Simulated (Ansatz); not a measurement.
## Calculated with Ansatz: SrTiO₃, relaxation

input.yaml:

```yaml
crystal:
  lattice:
    - [3.957801, -0.063281, 0.093522]
    - [-0.063281, 3.96242, -0.061924]
    - [0.093522, -0.061924, 3.969328]
  atoms:
    - { symbol: Sr, position: [0.006966, 0.988506, 0.987949] }
    - { symbol: Ti, position: [0.484224, 0.457594, 0.456988] }
    - { symbol: O, position: [0.99008, 0.544707, 0.514091] }
    - { symbol: O, position: [0.424377, 0.980208, 0.532675] }
    - { symbol: O, position: [0.486408, 0.511924, 0.014595] }
kpoints:
  mp_grid: { grid: [5, 5, 5], shift: [0.5, 0.5, 0.5] }
magnetization:
  spin_polarized: true
scf:
  occupations: { method: fermi_dirac }
  lower_state_search: "off"
hamiltonian:
  pseudopotentials: { kind: paw }
  xc: r2scan
basis:
  ecutwfc: 500
  fft_grid_basis: typed
relax:
  max_steps: 80
  cell: { p_target: 0.0 }
output:
  forces: true
  stress: true
  eigenvalues: true
  populations: true
  elf: true
  write_potential: true
  volumetric_format: npy
  dos:
    e_range: [-12, 8]
    de: 0.05
    projected: { site_lists: { O: [O], Sr: [Sr], Ti: [Ti] } }
  write_density: true
  bader: false
checkpoint:
  read: saved_state
```

Launch command:

```bash
ansatz run input.yaml --threads 2 --pin off --max-ram 4096MiB --backend cpu --events-out ev --progress --plain --runs-dir out
```

Origin of the cell: a strained cell with displaced atoms, so it need not be a known compound.

The smearing width isn't typed, so it takes its default of 0.1 eV.

The saved state is a converged single point of the same cell.

Steps («new basis» is an SCF on plane waves selected anew at the same cell):

| step | ΔF (meV/atom) | max force component (eV/Å) | P (GPa) | volume (Å³) | SCF iterations | step was |
| --- | --- | --- | --- | --- | --- | --- |
| 1 | 0.0 | 2.171 | -3.13 | 62.18 | 7 | accepted |
| 2 | -123.2 | 0.562 | -3.60 | 62.56 | 9 | accepted |
| 3 | -155.5 | 0.055 | -2.04 | 60.37 | 8 | accepted |
| 4 | -156.3 | 0.068 | 0.06 | 59.91 | 6 | accepted |
| 5 | -156.5 | 0.021 | -0.29 | 59.81 | 6 | accepted |
| 6 | -156.6 | 0.002 | 0.00 | 59.74 | 6 | accepted |
| 7 | -156.3 | 0.001 | -0.01 | 59.74 | 7 | new basis |

Step 1, with forces in eV/Å:

```xyz
5
Lattice="3.958 -0.063 0.094 -0.063 3.962 -0.062 0.094 -0.062 3.969" Properties=species:S:1:pos:R:3:forces:R:3 pbc="T T T" step=1
Sr    0.057    3.855    3.861   -0.502   -0.509    0.092
Ti    1.930    1.754    1.831   -0.121    1.004    1.698
O     3.932    2.064    2.099   -1.383   -1.788   -0.448
O     1.667    3.824    2.093    1.750    2.171   -1.030
O     1.894    1.997    0.072    0.256   -0.877   -0.312
```

Step 2, with forces in eV/Å:

```xyz
5
Lattice="3.957 0.014 -0.007 0.013 3.960 0.033 -0.008 0.033 3.993" Properties=species:S:1:pos:R:3:forces:R:3 pbc="T T T" step=2
Sr    0.003    3.822    3.905   -0.433    0.562    0.173
Ti    1.882    1.964    1.905    0.295   -0.452    0.416
O     3.850    2.087    2.054    0.134    0.016    0.005
O     1.814    4.055    2.136    0.287   -0.448   -0.201
O     1.946    1.981    0.104   -0.282    0.322   -0.393
```

Step 3, with forces in eV/Å:

```xyz
5
Lattice="3.925 -0.008 0.001 -0.008 3.925 0.000 0.001 0.000 3.919" Properties=species:S:1:pos:R:3:forces:R:3 pbc="T T T" step=3
Sr   -0.080    3.886    3.912   -0.013    0.029    0.017
Ti    1.886    1.920    1.953    0.032   -0.055   -0.027
O     3.828    1.958    1.972   -0.003    0.007    0.006
O     1.861    3.926    1.973    0.001    0.001   -0.001
O     1.868    1.960    0.014   -0.017    0.018    0.005
```

Step 4, with forces in eV/Å:

```xyz
5
Lattice="3.915 -0.007 -0.005 -0.007 3.914 0.005 -0.005 0.005 3.910" Properties=species:S:1:pos:R:3:forces:R:3 pbc="T T T" step=4
Sr   -0.069    3.873    3.893   -0.007    0.013    0.008
Ti    1.905    1.900    1.924   -0.019    0.029    0.024
O     3.800    1.963    1.977    0.052    0.011    0.011
O     1.842    3.927    1.982   -0.011   -0.068    0.009
O     1.849    1.964    0.028   -0.015    0.015   -0.054
```

Step 5, with forces in eV/Å:

```xyz
5
Lattice="3.912 -0.002 0.000 -0.002 3.915 -0.001 0.001 -0.001 3.905" Properties=species:S:1:pos:R:3:forces:R:3 pbc="T T T" step=5
Sr   -0.072    3.879    3.899    0.003    0.003   -0.003
Ti    1.892    1.913    1.942    0.006   -0.010    0.002
O     3.816    1.958    1.966   -0.020    0.000   -0.012
O     1.860    3.917    1.965    0.002    0.014   -0.008
O     1.858    1.961    0.012    0.009   -0.006    0.021
```

Step 7, with forces in eV/Å:

```xyz
5
Lattice="3.909 -0.001 -0.001 -0.001 3.911 0.001 -0.001 0.001 3.907" Properties=species:S:1:pos:R:3:forces:R:3 pbc="T T T" step=7
Sr   -0.069    3.878    3.901    0.000    0.000    0.000
Ti    1.895    1.913    1.940    0.000    0.000   -0.001
O     3.809    1.957    1.968   -0.001    0.000    0.000
O     1.855    3.914    1.969    0.000    0.000    0.000
O     1.855    1.958    0.015    0.001    0.000    0.001
```

```yaml
Free_energy_lowered_by: 156.3 meV/atom
Volume_change: -3.93 %
Final_pressure: -0.01 GPa
Relaxation_steps_listed: 7
```

Caveats: spin is on but no moment was typed.

It ran for 2.1 min on 2 threads of Arm Neoverse V1, with other jobs on the host, peak memory 0.54 GiB, from a saved density.
